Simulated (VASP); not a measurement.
# GaN (Fm-3m) in VASP: notebook

One crystal, GaN, is run at these levels: PBE; tasks: dielectric tensor.

All numbers are computed with VASP 6.6.1; they aren't measurements. Logs are shortened: lines on timing, memory, paths and dates and some standing lists are left out, and cuts for length are marked.

### Step 1. The crystal as given

Symmetry: Fm-3m, No. 225, cubic system. Conventional cell: a = 4.270 Å, b = 4.270 Å, c = 4.270 Å, α = 90.00°, β = 90.00°, γ = 90.00°. Around Ga (site symmetry m-3m) lie 6 N at 2.14 Å. N (site symmetry m-3m) is surrounded by 6 Ga at 2.14 Å.

Measurements of this composition are mostly on another form, of space group No. 186.

### Step 2. Dielectric tensor, PBE

File INCAR:

```
SYSTEM = GaN
  PREC = Normal
  ENCUT = 400
  EDIFF = 1E-8
  ISMEAR = 0
  SIGMA = 0.01
  LREAL = .FALSE.
  LASPH = .TRUE.
  NELM = 100
  ALGO = Normal
  ISIF = 2
  LWAVE = .FALSE.
  LCHARG = .FALSE.
  GGA = PE
  LEPSILON = .TRUE.
```

File KPOINTS:

```
Automatic mesh
0
G
  8 8 8
  0 0 0
```

File POSCAR:

```
GaN
1.0
    0.0000000000      2.1352350000      2.1352350000
    2.1352350000      0.0000000000      2.1352350000
    2.1352350000      2.1352350000      0.0000000000
Ga N
1 1
Direct
    0.0000000000      0.0000000000      0.0000000000
    0.5000000000      0.5000000000      0.5000000000
```

Potentials or basis: VASP PAW PBE potentials, release 64 (Ga_d, N).

Command:

```
$ cat potpaw_PBE.64/Ga_d/POTCAR potpaw_PBE.64/N/POTCAR > POTCAR
$ mpirun -np 1 vasp_std > vasp.out
```

OUTCAR:

```text
SYSTEM = GaN
   PREC = Normal
   ENCUT = 400
   EDIFF = 1E-8
   ISMEAR = 0
   LREAL = .FALSE.
   LASPH = .TRUE.
   NELM = 100
   ISIF = 2
   GGA = PE
   LEPSILON = .TRUE.

 Found     29 irreducible k-points:

 Following reciprocal coordinates:
            Coordinates               Weight
  0.000000  0.000000  0.000000      1.000000
  0.125000  0.000000  0.000000      8.000000
  0.250000  0.000000  0.000000      8.000000
  0.375000  0.000000  0.000000      8.000000
  0.500000  0.000000  0.000000      4.000000
  0.125000  0.125000  0.000000      6.000000
   k-points           NKPTS =     29   k-points in BZ     NKDIM =     29   number of bands    NBANDS=     13
   number of dos      NEDOS =    301   number of ions     NIONS =      2
   total plane-waves  NPLWV =   4096
   dimension x,y,z NGX =    16 NGY =   16 NGZ =   16
   dimension x,y,z NGXF=    32 NGYF=   32 NGZF=   32
   ions per type =               1   1
   NGX,Y,Z   is equivalent  to a cutoff of   8.81,  8.81,  8.81 a.u.
   NGXF,Y,Z  is equivalent  to a cutoff of  17.62, 17.62, 17.62 a.u.
 SYSTEM =  GaN
   PREC   = normal    normal or accurate (medium, high low for compatibility)
   ISTART =      0    job   : 0-new  1-cont  2-samecut
   ICHARG =      2    charge: 1-file 2-atom 10-const
   ISPIN  =      1    spin polarized calculation?
   LNONCOLLINEAR =      F non collinear calculations
   LSORBIT =      F    spin-orbit coupling
   LASPH  =      T    aspherical Exc in radial PAW
   ENCUT  =  400.0 eV  29.40 Ry    5.42 a.u.   4.92  4.92  4.92*2*pi/ulx,y,z
   NELM   =    100;   NELMIN=  2; NELMDL= -5     # of ELM steps
   EDIFF  = 0.1E-07   stopping-criterion for ELM
   LREAL  =      F    real-space projection
   EDIFFG = 0.1E-06   stopping-criterion for IOM
   NSW    =      0    number of steps for IOM
   IBRION =     -1    ionic relax: 0-MD 1-quasi-New 2-CG
   NFREE  =      0    steps in history (QN), initial steepest desc. (CG)
   ISIF   =      2    stress and relaxation
   ISYM   =      2    0-nonsym 1-usesym 2-fastsym
   POTIM  = 0.5000    time-step for ionic-motion
   TEBEG  =    0.0;   TEEND  =   0.0 temperature during run
   PSTRESS=    0.0 pullay stress
   NELECT =      18.0000    total number of electrons
   NUPDOWN=      -1.0000    fix difference up-down
   EMIN   =  10.00;   EMAX   =-10.00  energy-range for DOS
   EFERMI =   0.00;   METHOD = LEGACY
   ISMEAR =     0;   SIGMA  =   0.01  broadening in eV -4-tet -1-fermi 0-gaus
   EFERMI_NEDOS =   21; number of points for ismear=-14 and -15
   IALGO  =     38    algorithm
   IMIX   =      4    mixing-type and parameters
     AMIX     =   0.40;   BMIX     =  1.00
     AMIX_MAG =   1.60;   BMIX_MAG =  1.00
  volume/ion in A,a.u.               =       9.74        65.70
  Fermi-wavevector in a.u.,A,eV,Ry     =   1.594814  3.013761 34.605481  2.543431
  Thomas-Fermi vector in A             =   2.692830
   LORBIT       =      0    0 simple, 1 ext, 2 COOP (PROOUT), +10 PAW based schemes
   GGA     = PE    functional components
   LHFCALC =     F    Hartree Fock is set to
   AEXX    =    0.0000 exact exchange contribution
   IVDW    =     0    specifies the selected vdW correction
   LEPSILON=     T    determine dielectric tensor
   LRPA    =     F    only Hartree local field effects (RPA)
 non-spin polarized calculation
 Gauss-broadening in eV      SIGMA  =   0.01
  energy-cutoff  :      400.00
  volume of cell :       19.47
 maximum number of plane-waves:       363
   NGX =  9   NGY =  9   NGZ =  9

--------------------------------------- Ionic step        1  -------------------------------------------

 number of electron      18.0000038 magnetization

 E-fermi :   7.5896     XC(G=0): -12.9051

 val. band max:        7.5041399182   @ k =  -0.2500   0.1250   0.0000
 cond. band min:       7.9149591057   @ k =   0.5000   0.5000   0.0000
 fundamental gap:      0.4108191875
 Fermi energy:         7.5896085086

 k-point     1 :       0.0000    0.0000    0.0000
  band No.  band energies     occupation
      1      -9.4853      2.00000
      2      -6.4814      2.00000
      3      -6.4814      2.00000
      4      -6.4814      2.00000
      5      -6.3938      2.00000
      6      -6.3938      2.00000
      7       7.0455      2.00000
      8       7.0457      2.00000
      9       7.0457      2.00000
     10       9.3987      0.00000
     11      22.0618      0.00000
     12      22.0619      0.00000
     13      22.0619      0.00000

 k-point     2 :       0.1250    0.0000    0.0000
  band No.  band energies     occupation
      1      -9.1925      2.00000
      2      -6.4914      2.00000
      3      -6.4713      2.00000
      4      -6.4713      2.00000
      5      -6.4073      2.00000
      6      -6.4073      2.00000
      7       5.3445      2.00000
      8       7.0775      2.00000
      9       7.0777      2.00000
     10      10.7687      0.00000
     11      19.0368      0.00000
     12      20.7407      0.00000
     13      20.7407      0.00000

 k-point     3 :       0.2500    0.0000    0.0000
  band No.  band energies     occupation
      1      -8.3672      2.00000
      2      -6.5209      2.00000
      3      -6.5209      2.00000
      4      -6.5142      2.00000
      5      -6.3656      2.00000
      6      -6.3656      2.00000
      7       2.7879      2.00000
      8       7.1652      2.00000
      9       7.1654      2.00000
     10      12.1137      0.00000
     11      16.9450      0.00000
     12      18.5777      0.00000
     13      18.5778      0.00000

 k-point     4 :       0.3750    0.0000    0.0000
  band No.  band energies     occupation
      1      -7.2511      2.00000
      2      -6.5917      2.00000
      3      -6.5917      2.00000
      4      -6.5316      2.00000
      5      -6.3004      2.00000
      6      -6.3004      2.00000
      7       0.4923      2.00000
      8       7.2893      2.00000
      9       7.2895      2.00000
     10      12.2529      0.00000
     11      16.4832      0.00000
     12      17.0065      0.00000
     13      17.0065      0.00000

 k-point     5 :       0.5000    0.0000    0.0000
  band No.  band energies     occupation
      1      -6.6575      2.00000
      2      -6.6213      2.00000
      3      -6.6213      2.00000
      4      -6.4823      2.00000
      5      -6.2721      2.00000
      6      -6.2721      2.00000
      7      -0.5718      2.00000
      8       7.3558      2.00000
      9       7.3560      2.00000
     10      12.0798      0.00000
     11      16.4377      0.00000
     12      16.4377      0.00000
     13      16.5447      0.00000

 k-point     6 :       0.1250    0.1250    0.0000
  band No.  band energies     occupation
      1      -9.1081      2.00000
      2      -6.5053      2.00000
      3      -6.4506      2.00000
      4      -6.4506      2.00000
      5      -6.4493      2.00000
      6      -6.3789      2.00000
      7       5.5476      2.00000
      8       6.6727      2.00000
      9       6.6728      2.00000
     10      11.2557      0.00000
     11      19.0714      0.00000
     12      19.3949      0.00000
     13      20.7576      0.00000

 [... further k-points ...]

  FORCE on cell =-STRESS in cart. coord.  units (eV):
  Direction    XX          YY          ZZ          XY          YZ          ZX
  --------------------------------------------------------------------------------------
  -------------------------------------------------------------------------------------
  Total       -0.4524541     -0.4524541     -0.4524541      0.0000000      0.0000000      0.0000000
  in kB      -37.2321445    -37.2321445    -37.2321445      0.0000000      0.0000000      0.0000000
  external PRESSURE =     -37.2321445 kB  Pullay stress =       0.0000000 kB

 VOLUME and BASIS-vectors are now :
 -----------------------------------------------------------------------------
  energy-cutoff  :      400.00
  volume of cell :       19.47
      direct lattice vectors                 reciprocal lattice vectors
     0.000000000  2.135235000  2.135235000    -0.234166263  0.234166263  0.234166263
     2.135235000  0.000000000  2.135235000     0.234166263 -0.234166263  0.234166263
     2.135235000  2.135235000  0.000000000     0.234166263  0.234166263 -0.234166263

 POSITION                                       TOTAL-FORCE (eV/Angst)
 -----------------------------------------------------------------------------------
      0.00000      0.00000      0.00000         0.000000     -0.000000      0.000000
      2.13524      2.13524      2.13524        -0.000000      0.000000     -0.000000
 -----------------------------------------------------------------------------------
    total drift:                                0.000000     -0.000000     -0.000000

  FREE ENERGIE OF THE ION-ELECTRON SYSTEM (eV)
  ---------------------------------------------------
  free  energy   TOTEN  =       -11.2049210264 eV

  energy  without entropy=      -11.2049210264  energy(sigma->0) =      -11.20492103

 HEAD OF MICROSCOPIC STATIC DIELECTRIC TENSOR (INDEPENDENT PARTICLE, excluding Hartree and local field effects)
 ------------------------------------------------------
           9.090326     0.000000     0.000000
           0.000000     9.090326     0.000000
          -0.000000    -0.000000     9.090326
 ------------------------------------------------------

 Free energy of the ion-electron system (eV)
  ---------------------------------------------------
  ---------------------------------------------------
  free energy    TOTEN  =        -0.45192813 eV

  energy without entropy =       -0.45192813

------------------------ aborting loop because EDIFF is reached ----------------------------------------

--------------------------------------- Ionic step        2  -------------------------------------------

------------------------ aborting loop because EDIFF is reached ----------------------------------------

--------------------------------------- Ionic step        3  -------------------------------------------

 Free energy of the ion-electron system (eV)
  ---------------------------------------------------
  ---------------------------------------------------
  free energy    TOTEN  =        -0.45193712 eV

  energy without entropy =       -0.45193712

------------------------ aborting loop because EDIFF is reached ----------------------------------------

 PIEZOELECTRIC TENSOR FIELD DIRECTION 3  (e Angst)
 -----------------------------------------------------------------------------
     0.00056  0.00000  0.00000           ( -0.00001  0.00000  0.00000)
     0.00000  0.00056  0.00000           (  0.00000 -0.00001  0.00000)
     0.00000  0.00000 -0.00106           (  0.00000  0.00000 -0.00002)

 PIEZOELECTRIC TENSOR FIELD DIRECTION 3  (C/m^2)
 -----------------------------------------------------------------------------
     0.00046  0.00000  0.00000
     0.00000  0.00046  0.00000
     0.00000  0.00000 -0.00087

 MACROSCOPIC STATIC DIELECTRIC TENSOR (including local field effects in DFT)
 ------------------------------------------------------
           8.904596     0.000000     0.000000
          -0.000000     8.904596     0.000000
          -0.000000    -0.000000     8.904596
 ------------------------------------------------------

 PIEZOELECTRIC TENSOR (including local field effects)  for field in x, y, z        (e  Angst)
          XX          YY          ZZ          XY          YZ          ZX
  --------------------------------------------------------------------------------
  x     0.00000     0.00000     0.00000     0.00000     0.00000     0.00000
  y     0.00000     0.00000     0.00000     0.00000     0.00000     0.00000
  z     0.00000     0.00000     0.00000     0.00000     0.00000     0.00000

 PIEZOELECTRIC TENSOR (including local field effects)  for field in x, y, z        (C/m^2)
          XX          YY          ZZ          XY          YZ          ZX
  --------------------------------------------------------------------------------
  x     0.00000     0.00000     0.00000     0.00000     0.00000     0.00000
  y     0.00000     0.00000     0.00000     0.00000     0.00000     0.00000
  z     0.00000     0.00000     0.00000     0.00000     0.00000     0.00000

 BORN EFFECTIVE CHARGES (including local field effects) (in |e|, cummulative output)
 ---------------------------------------------------------------------------------
 ion    1
    1     3.64106     0.00000    -0.00000
    2     0.00000     3.64106    -0.00000
    3    -0.00000    -0.00000     3.64106
 ion    2
    1    -3.64106     0.00000     0.00000
    2    -0.00000    -3.64106     0.00000
    3     0.00000     0.00000    -3.64106
```

Run time: 20 s. Hardware: 1 thread of Intel Xeon 6975P-C (Granite Rapids), shared host; peak memory 0.14 GiB.

These settings aren't checked as converged: the numbers below hold their error.

What came out:

| Property | Result |
| --- | --- |
| Band gap on the k mesh | 0.41 eV, indirect (least direct gap 2.35 eV) |
| Electronic dielectric tensor (diagonal) | 8.90 |
| Born charges (mean of the diagonal) | Ga +3.64; N -3.64 e |

Caveat: the cutoff is under 1.25 times the usual one of these potentials, so pressure, stress and relaxed cells hold a basis-set (Pulay) error; the gap is small at this level, which inflates the dielectric constant.

### Step 3. Dielectric tensor, PBE

Edit INCAR of step 2 so:

```diff
@@ -1,3 +1,3 @@
 SYSTEM = GaN
-  PREC = Normal
+  PREC = Accurate
   ENCUT = 400
@@ -5,3 +5,3 @@
   ISMEAR = 0
-  SIGMA = 0.01
+  SIGMA = 0.1
   LREAL = .FALSE.
```

KPOINTS is that of step 2.

POSCAR is that of step 2.

Potentials or basis: VASP PAW PBE potentials, release 64 (Ga_d, N).

Command:

```
$ cat potpaw_PBE.64/Ga_d/POTCAR potpaw_PBE.64/N/POTCAR > POTCAR
$ mpirun -np 1 vasp_std > vasp.out
```

OUTCAR:

```text
SYSTEM = GaN
   PREC = Accurate
   ENCUT = 400
   EDIFF = 1E-8
   ISMEAR = 0
   LREAL = .FALSE.
   LASPH = .TRUE.
   NELM = 100
   ISIF = 2
   GGA = PE
   LEPSILON = .TRUE.

 Found     29 irreducible k-points:

 Following reciprocal coordinates:
            Coordinates               Weight
  0.000000  0.000000  0.000000      1.000000
  0.125000  0.000000  0.000000      8.000000
  0.250000  0.000000  0.000000      8.000000
  0.375000  0.000000  0.000000      8.000000
  0.500000  0.000000  0.000000      4.000000
  0.125000  0.125000  0.000000      6.000000
   k-points           NKPTS =     29   k-points in BZ     NKDIM =     29   number of bands    NBANDS=     13
   number of dos      NEDOS =    301   number of ions     NIONS =      2
   total plane-waves  NPLWV =   8000
   dimension x,y,z NGX =    20 NGY =   20 NGZ =   20
   dimension x,y,z NGXF=    40 NGYF=   40 NGZF=   40
   ions per type =               1   1
   NGX,Y,Z   is equivalent  to a cutoff of  11.01, 11.01, 11.01 a.u.
   NGXF,Y,Z  is equivalent  to a cutoff of  22.02, 22.02, 22.02 a.u.
 SYSTEM =  GaN
   PREC   = accura    normal or accurate (medium, high low for compatibility)
   ISTART =      0    job   : 0-new  1-cont  2-samecut
   ICHARG =      2    charge: 1-file 2-atom 10-const
[... 208 lines left out ...]
  ---------------------------------------------------
  free energy    TOTEN  =        -0.45209747 eV

  energy without entropy =       -0.45209747

------------------------ aborting loop because EDIFF is reached ----------------------------------------

 PIEZOELECTRIC TENSOR FIELD DIRECTION 3  (e Angst)
 -----------------------------------------------------------------------------
     0.00055  0.00000  0.00000           ( -0.00001  0.00000  0.00000)
     0.00000  0.00055  0.00000           (  0.00000 -0.00001  0.00000)
     0.00000 -0.00000 -0.00106           (  0.00000  0.00000 -0.00002)

 PIEZOELECTRIC TENSOR FIELD DIRECTION 3  (C/m^2)
 -----------------------------------------------------------------------------
     0.00045  0.00000  0.00000
     0.00000  0.00045  0.00000
     0.00000 -0.00000 -0.00087

 MACROSCOPIC STATIC DIELECTRIC TENSOR (including local field effects in DFT)
 ------------------------------------------------------
           8.903401    -0.000000     0.000000
          -0.000000     8.903401     0.000000
          -0.000000    -0.000000     8.903401
 ------------------------------------------------------

 PIEZOELECTRIC TENSOR (including local field effects)  for field in x, y, z        (e  Angst)
          XX          YY          ZZ          XY          YZ          ZX
  --------------------------------------------------------------------------------
  x     0.00000     0.00000     0.00000     0.00000     0.00000     0.00000
  y     0.00000     0.00000     0.00000     0.00000     0.00000     0.00000
  z     0.00000     0.00000     0.00000     0.00000     0.00000     0.00000

 PIEZOELECTRIC TENSOR (including local field effects)  for field in x, y, z        (C/m^2)
          XX          YY          ZZ          XY          YZ          ZX
  --------------------------------------------------------------------------------
  x     0.00000     0.00000     0.00000     0.00000     0.00000     0.00000
  y     0.00000     0.00000     0.00000     0.00000     0.00000     0.00000
  z     0.00000     0.00000     0.00000     0.00000     0.00000     0.00000

 BORN EFFECTIVE CHARGES (including local field effects) (in |e|, cummulative output)
 ---------------------------------------------------------------------------------
 ion    1
    1     3.64074    -0.00000     0.00000
    2     0.00000     3.64074     0.00000
    3     0.00000     0.00000     3.64074
 ion    2
    1    -3.64074     0.00000     0.00000
    2    -0.00000    -3.64074     0.00000
    3     0.00000     0.00000    -3.64074
```

OSZICAR:

```text
N       E                     dE             d eps       ncg     rms          rms(c)
DAV:   1     0.751281703028E+02    0.75128E+02   -0.85095E+03   831   0.224E+03
DAV:   2    -0.746314997324E+01   -0.82591E+02   -0.76851E+02   854   0.322E+02
DAV:   3    -0.129022491136E+02   -0.54391E+01   -0.54125E+01   864   0.753E+01
DAV:   4    -0.129755046203E+02   -0.73256E-01   -0.73163E-01   899   0.898E+00
[... 11 lines left out ...]
RMM:   6    -0.451973287095E+00   -0.45154E-03   -0.22728E-05  3019   0.482E-02    0.673E-03
RMM:   7    -0.452045142336E+00   -0.71855E-04   -0.21686E-06  2960   0.143E-02    0.146E-03
RMM:   8    -0.452101385743E+00   -0.56243E-04   -0.27918E-07  2921   0.490E-03    0.404E-04
RMM:   9    -0.452098335621E+00    0.30501E-05   -0.39359E-08  3027   0.176E-03    0.548E-05
RMM:  10    -0.452097374646E+00    0.96098E-06   -0.12677E-09  2939   0.553E-04    0.216E-05
RMM:  11    -0.452097470456E+00   -0.95810E-07   -0.12217E-09  2252   0.195E-04    0.998E-06
```

Wall time 36 s (1 thread of Intel Xeon 6975P-C (Granite Rapids), shared host); peak memory 0.14 GiB.

The run converged, but some of its settings lie outside the range that counts as converged, so its numbers aren't taken as properties of the crystal.

What came out:

```
Band gap on the k mesh                  : 0.41 eV, indirect (least direct gap 2.35 eV)
Electronic dielectric tensor (diagonal) : 8.90
Born charges (mean of the diagonal)     : Ga +3.64; N -3.64 e
```

Caveat: the cutoff is under 1.25 times the usual one of these potentials, so pressure, stress and relaxed cells hold a basis-set (Pulay) error; the gap is small at this level, which inflates the dielectric constant.

[end of part 1 of 2]
